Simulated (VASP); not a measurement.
Here is a VASP 6.6.1 calculation.

File INCAR:

```
SYSTEM = W
  PREC = Accurate
  ENCUT = 520
  EDIFF = 1E-6
  ISMEAR = -1
  SIGMA = 0.05
  LREAL = .FALSE.
  LASPH = .TRUE.
  NELM = 80
  ALGO = Normal
  ISIF = 2
  LWAVE = .FALSE.
  LCHARG = .FALSE.
  LMAXMIX = 4
  METAGGA = RTPSS
  LMIXTAU = .TRUE.
```

KPOINTS

```
regular mesh
0
G
  12 12 12
  0 0 0
```

File POSCAR:

```
W
1.0
   -1.5823450000      1.5823450000      1.5823450000
    1.5823450000     -1.5823450000      1.5823450000
    1.5823450000      1.5823450000     -1.5823450000
W
1
Direct
    0.0000000000      0.0000000000      0.0000000000
```

File KPOINTS_OPT:

```
path GHNGPH,PN
15
line-mode
reciprocal
 0.0000000000  0.0000000000  0.0000000000  G
 0.5000000000 -0.5000000000  0.5000000000  H

 0.5000000000 -0.5000000000  0.5000000000  H
 0.0000000000  0.0000000000  0.5000000000  N

 0.0000000000  0.0000000000  0.5000000000  N
 0.0000000000  0.0000000000  0.0000000000  G

 0.0000000000  0.0000000000  0.0000000000  G
 0.2500000000  0.2500000000  0.2500000000  P

 0.2500000000  0.2500000000  0.2500000000  P
 0.5000000000 -0.5000000000  0.5000000000  H

 0.2500000000  0.2500000000  0.2500000000  P
 0.0000000000  0.0000000000  0.5000000000  N
```

Potentials or basis: VASP PAW PBE potentials, release 64 (W_sv).

Command:

```sh
$ cat potpaw_PBE.64/W_sv/POTCAR > POTCAR
$ mpirun -np 1 vasp_std > vasp.out
```

Question: What does it give for the band gap along the path?

Answer: None (metal or under the smearing width).

Question: Predict the pressure.

Answer: -0.2 GPa.

Levels at the corners of the path, in eV from the Fermi level:
| point | band 5 | band 6 | band 7 | band 8 | band 9 | band 10 |
| --- | --- | --- | --- | --- | --- | --- |
| Γ | -9.51 | -1.13 | -1.13 | -1.13 | 2.37 | 2.37 |
| H | -5.80 | -5.80 | 5.29 | 5.29 | 5.29 | 8.42 |
| H | -5.80 | -5.80 | 5.29 | 5.29 | 5.29 | 8.42 |
| N | -6.20 | -3.50 | 0.72 | 2.28 | 3.27 | 6.28 |
| N | -6.20 | -3.50 | 0.72 | 2.28 | 3.27 | 6.28 |
| Γ | -9.51 | -1.13 | -1.13 | -1.13 | 2.37 | 2.37 |
| Γ | -9.51 | -1.13 | -1.13 | -1.13 | 2.37 | 2.37 |
| P | -2.91 | -2.91 | -2.91 | 3.44 | 3.44 | 6.89 |
| P | -2.91 | -2.91 | -2.91 | 3.44 | 3.44 | 6.89 |
| H | -5.80 | -5.80 | 5.29 | 5.29 | 5.29 | 8.42 |
| P | -2.91 | -2.91 | -2.91 | 3.44 | 3.44 | 6.89 |
| N | -6.20 | -3.50 | 0.72 | 2.28 | 3.27 | 6.28 |

Caveat: the PAW data sets were made with another functional, which shifts forces and pressure a little; spin-orbit coupling is left out, which moves the levels of the heavy elements.
